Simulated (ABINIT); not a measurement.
# NaCl (Fm-3m): G0W0 with ABINIT, start to end

Aim: the G0W0 gap of NaCl (Fm-3m) on PBE, step by step.

Program: ABINIT 10.8.3. Level of theory: PBE and many-body steps on it, plane waves. Results are calculated unless marked as measured.

Report form: the programs' logs are mostly left out.

The database entry behind the starting cell differs from later determinations by our own check (an axis about 0.4 % short against later determinations), so it need not match the best structure at ambient conditions.

## (1) The structure

The structure is cubic, space group Fm-3m (No. 225). Conventional cell: a = 5.620 Å, b = 5.620 Å, c = 5.620 Å, α = 90.00°, β = 90.00°, γ = 90.00°. Nearest to Na lie 6 Cl at 2.81 Å. Nearest to Cl lie 6 Na at 2.81 Å. Farther neighbours and most contacts between anions are not listed.

The cell and positions come from the Crystallography Open Database and are kept as given unless a step says otherwise.

## (2) Ground state

This step: ABINIT 10.8.3; DFT, PBE, plane waves, norm-conserving pseudopotentials.

The ground-state density comes first.

run.abi reads:

```
acell 3*1.0 Angstrom
rprim 
  0.000000000000 2.810000000000 2.810000000000
  2.810000000000 0.000000000000 2.810000000000
  2.810000000000 2.810000000000 0.000000000000
ntypat 2
znucl 11 17
natom 2
typat 1 2
xred 
  0.000000000000 0.000000000000 0.000000000000
  0.500000000000 0.500000000000 0.500000000000
pp_dirpath "pseudos"
pseudos "Na.upf, Cl.upf"
ecut 38
ngkpt 6 6 6
nshiftk 1
shiftk 0 0 0
kptopt 1
chksymbreak 0
nband 13
occopt 1
tolvrs 1e-10
nstep 60
prtwf 0
optforces 0
optstress 0
indata_prefix "in"
outdata_prefix "out"
tmpdata_prefix "tmp"
```

On the command line:

```console
$ OMP_NUM_THREADS=1 mpirun -n 8 abinit run.abi > log
```

It took 4.8 s on 8 MPI ranks of Arm Neoverse V2, shared host; peak memory 0.61 GiB.

Numbers from this step:

- total energy: -1693.8034 eV
- gap: 5.150 eV
- k of the valence top: 0, 0, 0
- k of the conduction bottom: 0, 0, 0
- least direct gap: 5.150 eV

The gap is direct, at Γ.

## (3) Bands along the symmetry lines

The cheap functional maps the bands first; the places of the edges decide which points the dearer methods must see.

run.abi reads:

```
acell 3*1.0 Angstrom
rprim 
  0.000000000000 2.810000000000 2.810000000000
  2.810000000000 0.000000000000 2.810000000000
  2.810000000000 2.810000000000 0.000000000000
ntypat 2
znucl 11 17
natom 2
typat 1 2
xred 
  0.000000000000 0.000000000000 0.000000000000
  0.500000000000 0.500000000000 0.500000000000
pp_dirpath "pseudos"
pseudos "Na.upf, Cl.upf"
ecut 38
iscf -2
irdden 1
kptopt 0
nkpt 50
kpt 
  0.00000000 0.00000000 0.00000000
  0.06250000 0.00000000 0.06250000
  0.12500000 0.00000000 0.12500000
  0.18750000 0.00000000 0.18750000
  0.25000000 0.00000000 0.25000000
  0.31250000 0.00000000 0.31250000
  0.37500000 0.00000000 0.37500000
  0.43750000 0.00000000 0.43750000
  0.50000000 0.00000000 0.50000000
  0.51562500 0.03125000 0.51562500
  0.53125000 0.06250000 0.53125000
  0.54687500 0.09375000 0.54687500
  0.56250000 0.12500000 0.56250000
  0.57812500 0.15625000 0.57812500
  0.59375000 0.18750000 0.59375000
  0.60937500 0.21875000 0.60937500
  0.62500000 0.25000000 0.62500000
  0.37500000 0.37500000 0.75000000
  0.32812500 0.32812500 0.65625000
  0.28125000 0.28125000 0.56250000
  0.23437500 0.23437500 0.46875000
  0.18750000 0.18750000 0.37500000
  0.14062500 0.14062500 0.28125000
  0.09375000 0.09375000 0.18750000
  0.04687500 0.04687500 0.09375000
  0.00000000 0.00000000 0.00000000
  0.06250000 0.06250000 0.06250000
  0.12500000 0.12500000 0.12500000
  0.18750000 0.18750000 0.18750000
  0.25000000 0.25000000 0.25000000
  0.31250000 0.31250000 0.31250000
  0.37500000 0.37500000 0.37500000
  0.43750000 0.43750000 0.43750000
  0.50000000 0.50000000 0.50000000
  0.50000000 0.46875000 0.53125000
  0.50000000 0.43750000 0.56250000
  0.50000000 0.40625000 0.59375000
  0.50000000 0.37500000 0.62500000
  0.50000000 0.34375000 0.65625000
  0.50000000 0.31250000 0.68750000
  0.50000000 0.28125000 0.71875000
  0.50000000 0.25000000 0.75000000
  0.50000000 0.21875000 0.71875000
  0.50000000 0.18750000 0.68750000
  0.50000000 0.15625000 0.65625000
  0.50000000 0.12500000 0.62500000
  0.50000000 0.09375000 0.59375000
  0.50000000 0.06250000 0.56250000
  0.50000000 0.03125000 0.53125000
  0.50000000 0.00000000 0.50000000
istwfk *1
nband 15
nbdbuf 2
tolwfr 1e-08
nstep 40
prtwf 0
prtvol 0
indata_prefix "in"
outdata_prefix "out"
tmpdata_prefix "tmp"
```

It took 7.7 s on 8 MPI ranks; peak memory 0.53 GiB; 60 s of CPU time.

This step gave:

| Quantity | Value |
| --- | --- |
| gap | 5.150 eV |
| k of the valence top | 0, 0, 0 |
| k of the conduction bottom | 0, 0, 0 |
| least direct gap | 5.150 eV |

The gap is 5.150 eV, as in the run before at this level.

The electronic bands at the labelled points (eV, zero at the top of the highest filled band; v1 is the highest filled band, c1 the lowest empty one):

```
    point      v4     v3     v2     v1    c1     c2     c3     c4
        Γ  -12.68   0.00   0.00   0.00  5.15  11.06  11.06  11.06
  halfway  -12.47  -1.08  -0.32  -0.32  7.13   9.10  10.83  12.41
        X  -12.29  -1.69  -0.61  -0.61  7.55   8.05  11.40  14.88
  halfway  -12.28  -1.62  -0.77  -0.58  7.79   8.33  11.15  13.72
        U  -12.28  -1.43  -1.13  -0.50  8.24   9.04  10.59  12.74
jump to K  -12.28  -1.43  -1.13  -0.50  8.24   9.04  10.59  12.74
  halfway  -12.45  -1.24  -0.48  -0.16  7.32   9.68  10.76  11.84
        Γ  -12.68   0.00   0.00   0.00  5.15  11.06  11.06  11.06
  halfway  -12.51  -1.11  -0.14  -0.14  6.62  10.01  11.34  11.34
        L  -12.34  -1.95  -0.27  -0.27  7.28  10.72  10.92  10.92
  halfway  -12.30  -1.67  -0.77  -0.42  8.34   9.55  10.28  11.69
        W  -12.27  -1.20  -1.20  -0.76  8.84   9.71   9.71  11.37
  halfway  -12.28  -1.55  -0.80  -0.69  8.07   8.54  10.89  12.75
        X  -12.29  -1.69  -0.61  -0.61  7.55   8.05  11.40  14.88
```

## (4) Empty states on the mesh, 4×4×4 mesh, 88 bands

The sums over transitions need many empty states on a uniform mesh; this step solves for them.

run.abi reads:

```
acell 3*1.0 Angstrom
rprim 
  0.000000000000 2.810000000000 2.810000000000
  2.810000000000 0.000000000000 2.810000000000
  2.810000000000 2.810000000000 0.000000000000
ntypat 2
znucl 11 17
natom 2
typat 1 2
xred 
  0.000000000000 0.000000000000 0.000000000000
  0.500000000000 0.500000000000 0.500000000000
pp_dirpath "pseudos"
pseudos "Na.upf, Cl.upf"
ecut 38
ngkpt 4 4 4
nshiftk 1
shiftk 0 0 0
kptopt 1
chksymbreak 0
iscf -2
irdden 1
istwfk *1
nband 88
nbdbuf 8
tolwfr 1e-09
nstep 60
prtvol 0
indata_prefix "in"
outdata_prefix "out"
tmpdata_prefix "tmp"
```

Elapsed: 8.3 s, on 8 MPI ranks; peak memory 0.55 GiB; 65 s of CPU time.

Numbers from this step:

```
gap                                                           : 5.150 eV
k of the valence top                                          : 0, 0, 0
k of the conduction bottom                                    : 0, 0, 0
least direct gap                                              : 5.150 eV
k points computed                                             : 8
lowest point of the top converged band, above the valence top : 76.1511 eV
```

On this mesh the gap is 5.150 eV.

## (5) Screening, 4×4×4 mesh, 80 bands, screening to 136.1 eV

The RPA dielectric matrix is built and inverted for each q.

This step: RPA screening on PBE, plane waves, norm-conserving pseudopotentials.

Edit run.abi of step 4 so:

```diff
@@ -20,10 +20,11 @@
 chksymbreak 0
-iscf -2
-irdden 1
 istwfk *1
-nband 88
-nbdbuf 8
-tolwfr 1e-09
-nstep 60
-prtvol 0
+occopt 1
+irdwfk 1
+optdriver 3
+nband 80
+ecuteps 5
+inclvkb 2
+awtr 1
+symchi 1
 indata_prefix "in"
```

It took 7.4 s on 8 MPI ranks; peak memory 1.2 GiB; 58 s of CPU time.

Numbers from this step:

```
ε∞ with local fields, on this mesh, along the program's q direction : 2.381
the same without local fields                                       : 2.795
plasma frequency                                                    : 22.30 eV
plane waves in the screening matrix                                 : 169
```

Local fields lower ε∞ by 15 %. On a Γ-centred mesh this coarse the value itself is usually too large, while a short band sum pulls it down.

## (6) Self-energy, 4×4×4 mesh, 80 bands, screening to 136.1 eV

The self-energy is evaluated for the states that the input lists, and the levels follow from it, in one-shot runs by the linearised quasiparticle equation.

This step: G0W0 on PBE, plane waves, norm-conserving pseudopotentials.

Edit run.abi of step 5 so:

```diff
@@ -23,8 +23,15 @@
 irdwfk 1
-optdriver 3
+optdriver 4
 nband 80
+gwcalctyp 0
+ecutsigx 38
+symsigma 1
+nkptgw 1
+kptgw 
+  0.0000000000 0.0000000000 0.0000000000
+bdgw 
+  6 12
 ecuteps 5
-inclvkb 2
-awtr 1
-symchi 1
+irdscr 1
+ppmodel 1
 indata_prefix "in"
```

It took 2.9 s on 8 MPI ranks; peak memory 0.17 GiB.

This step gave:

```
G0W0 gap on the points computed              : 7.987 eV
starting gap on the mesh                     : 5.150 eV
k of the valence top                         : 0, 0, 0
k of the conduction bottom                   : 0, 0, 0
Z at the valence top                         : 0.812
Z at the conduction bottom                   : 0.865
least direct G0W0 gap on the computed points : 7.987 eV
```

The gap on the mesh goes from 5.15 eV to 7.99 eV, a correction of +2.84 eV.

Limits: finite bands, cutoff and mesh; coarse k mesh. v1 is the top filled band, c1 the lowest empty one. The levels before and after the correction (eV, zero at the valence-band top of each column):

```
           conduction bottom  valence top
Kohn-Sham               5.15         0.00
     G0W0               7.99         0.00
```

```
             level  energy (eV)
Kohn-Sham  Γ v3-v1        0.000
Kohn-Sham     Γ c1        5.150
Kohn-Sham  Γ c2-c4       11.062
     G0W0  Γ v3-v1        0.000
     G0W0     Γ c1        7.987
     G0W0  Γ c2-c4       14.379
```

## (7) Where the time went

Times are wall times on 8 MPI ranks of Arm Neoverse V2, shared host, good to a factor of about two.

```
                          step   time  share  memory (GiB)
                  ground state  4.8 s   15 %          0.61
bands along the symmetry lines  7.7 s   25 %          0.53
      empty states on the mesh  8.3 s   27 %          0.55
                     screening  7.4 s   24 %           1.2
                   self-energy  2.9 s    9 %          0.17
```

## (8) Outcome

```yaml
pbe_gap: 5.15 eV, direct
g0w0_gap_on_the_mesh: 7.99 eV
gw_settings: 4×4×4 mesh, 80 bands, screening to 136.1 eV, Godby-Needs plasmon pole
known_limits: not at the basis limit; coarse k mesh
```

What this shows: G0W0 moves the gap on the mesh from 5.15 eV to 7.99 eV (+2.84 eV), with Z of 0.81 and 0.86 at the edges. Local fields lower the RPA ε∞ on this mesh from 2.79 to 2.38; a Γ-centred mesh this coarse tends to raise both, most where the direct gap is narrow, while a short band sum lowers them. Only 1 of the mesh's irreducible points was corrected, so a valley elsewhere could overtake. Bands and cutoff are finite, so the gap is not at the basis limit. The miss can reach some tenths of an eV and take either sign; the mesh is an error of its own. In the G0W0 run levels were corrected at 1 k point alone, so a gap called «on the mesh» is the least over those, and an edge elsewhere would be missed. The 4×4×4 mesh is coarse for this cell, which bears on the long-range parts of exchange and screening.

[Paths, hosts, dates, memory and timing lines, banners, echoed tables and standing remarks are left out of the program output.]

[Logs are printed without paths, hosts, clocks, repeated set-up lines and the standing remarks that a program may print on its own settings, such as how far it seeks lower states.]

[Runs of the session that timed out or met a known fault of the program may be left out.]

[Hosts, paths, dates, database ids (printed as entryN), source tags and the programs' standing remarks are cut or masked in the printed files.]

[G0W0 gaps are taken among the corrected bands and points alone; a level outside them can change the order at an edge.]

[Where Ansatz stands beside ABINIT at settings called matched, ABINIT's density can come from a denser mesh and the files from another edition; pairs whose starting gaps differed by over 0.03 eV were left out, so agreement reads better than it is.]
